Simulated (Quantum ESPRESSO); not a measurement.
ZrC:

```xyz
2
Lattice="0.0000 2.3650 2.3650 2.3650 0.0000 2.3650 2.3650 2.3650 0.0000" Properties=species:S:1:pos:R:3 pbc="T T T"
Zr    2.3650    2.3650    2.3650
C     0.0000    0.0000    0.0000
```

```yaml
Program: Quantum ESPRESSO 7.5
Task: phonons and electron-phonon coupling
Functional: PBE
Potentials_or_basis: GBRV 1.5 PBE
Cutoff: 612 eV
Density_cutoff: 4898 eV
k_mesh: 8 × 8 × 8
Occupations: methfessel-paxton, width 0.272 eV
Spin: no spin polarisation
Mixing_beta: 0.5
Most_SCF_iterations: 120
SCF_threshold: 4e-10 Ry
q_mesh: 4 × 4 × 4
```

The cell and the atoms were relaxed first, to 13.04 Å³/atom (a = 3.329 Å, b = 3.329 Å, c = 3.329 Å, α = 60.00°, β = 60.00°, γ = 60.00°), and the response was taken there.

Levels for the coupling come from a 24 × 24 × 24 mesh; ten broadenings of the double delta from 0.07 to 0.68 eV; Tc from the McMillan formula in the Allen-Dynes form.

Q: How strong is the electron-phonon coupling, and what superconducting temperature follows?

A: Over broadenings from 0.27 to 0.54 eV, λ lies between 0.14 and 0.19 and ω_log near 534 K, which gives Tc from 0.0 to 0.0 K at μ* = 0.10 and from 0.0 to 0.0 K at μ* = 0.13.

Electron-phonon coupling by broadening of the double delta (levels on a 24 × 24 × 24 mesh):
| broadening (eV) | λ | N(E_F) (states/eV a spin and cell) | ω_log (K) | Tc, μ* 0.10 (K) | Tc, μ* 0.13 (K) |
| --- | --- | --- | --- | --- | --- |
| 0.07 | 0.16 | 0.153 | 535 | 0.0 | 0.0 |
| 0.14 | 0.14 | 0.148 | 528 | 0.0 | 0.0 |
| 0.20 | 0.14 | 0.150 | 537 | 0.0 | 0.0 |
| 0.27 | 0.14 | 0.154 | 541 | 0.0 | 0.0 |
| 0.34 | 0.15 | 0.159 | 540 | 0.0 | 0.0 |
| 0.41 | 0.16 | 0.164 | 536 | 0.0 | 0.0 |
| 0.48 | 0.17 | 0.170 | 530 | 0.0 | 0.0 |
| 0.54 | 0.19 | 0.175 | 524 | 0.0 | 0.0 |
| 0.61 | 0.20 | 0.181 | 519 | 0.0 | 0.0 |
| 0.68 | 0.22 | 0.188 | 514 | 0.0 | 0.0 |

Phonon frequencies at the corners of the path (cm⁻¹, interpolated; i marks imaginary ones):
| point | frequencies |
| --- | --- |
| Γ | 0 0 0 435 435 435 |
| X | 213 213 259 458 458 529 |
| W | 237 237 243 507 507 583 |
| K | 201 246 261 488 523 575 |
| L | 179 179 323 512 512 655 |
| U | 201 246 261 488 523 575 |

The same from a weighted sum over the computed q points, without interpolation:
```csv
broadening (eV),λ,ω_log (K),"Tc, μ* 0.10 (K)","Tc, μ* 0.13 (K)"
0.07,0.17,512,0.0,0.0
0.14,0.14,499,0.0,0.0
0.20,0.15,498,0.0,0.0
0.27,0.15,498,0.0,0.0
0.34,0.16,498,0.0,0.0
0.41,0.17,498,0.0,0.0
0.48,0.18,498,0.0,0.0
0.54,0.20,497,0.0,0.0
0.61,0.21,497,0.0,0.0
0.68,0.22,496,0.0,0.0
```

The smallest broadenings aren't converged on these meshes, and μ* is assumed, not computed; spin fluctuations are left out.

Caveat: the mesh is thin for the phonons of a metal; λ from interpolated matrix elements is rough: modes that symmetry makes equal can differ by tens of percent.
